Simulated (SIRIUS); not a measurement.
Runs of SIRIUS 7.10.0 on CaO. It takes space group Fm-3m (No. 225, cubic). The conventional cell has a = 4.807 Å, b = 4.807 Å, c = 4.807 Å, α = 90.00°, β = 90.00°, γ = 90.00°. Around Ca (site symmetry m-3m) lie 6 O at 2.40 Å. O (site symmetry m-3m) is surrounded by 6 Ca at 2.40 Å. The cell is a database's computed one.

| task | level | potentials or basis | radial cutoff for the potentials' integrals | pseudo rcut | energy tol | density tol | mixer | gap on the mesh (eV) | pressure (GPa) | V0 of scaled cells (Å³/atom) | B0 (GPa) |
| --- | --- | --- | --- | --- | --- | --- | --- | --- | --- | --- | --- |
| equation of state | PBEsol | PseudoDojo 0.4.1 PBEsol standard (scalar relativistic) | 6.5 bohr | 6.5 bohr | - | - | - | - | - | 13.51 | 116 |
| single point | PBE | PseudoDojo 0.4.1 PBE standard (scalar relativistic) | - | - | 1e-08 Ha | 1e-06 | anderson | 3.66 | (c) | - | - |
| single point | PBEsol | PseudoDojo 0.4.1 PBEsol standard (scalar relativistic) | 6.5 bohr | 6.5 bohr | 1e-08 Ha | 1e-06 | anderson | 3.56 | -3.0 | - | - |
| equation of state | PBE | PseudoDojo 0.4.1 PBE standard (scalar relativistic) | - | - | - | - | - | - | - | (a) | (b) |

Alike in all rows: no spin polarisation; cell as given; k mesh 10 × 10 × 10; cutoff (eV) 1152; smearing fermi-dirac 0.05 eV.

Estimate the missing entries.

(a) 14.06; (b) 105; (c) 1.3.

A k mesh can miss the band edges.

Not every run made on this cell is shown here.
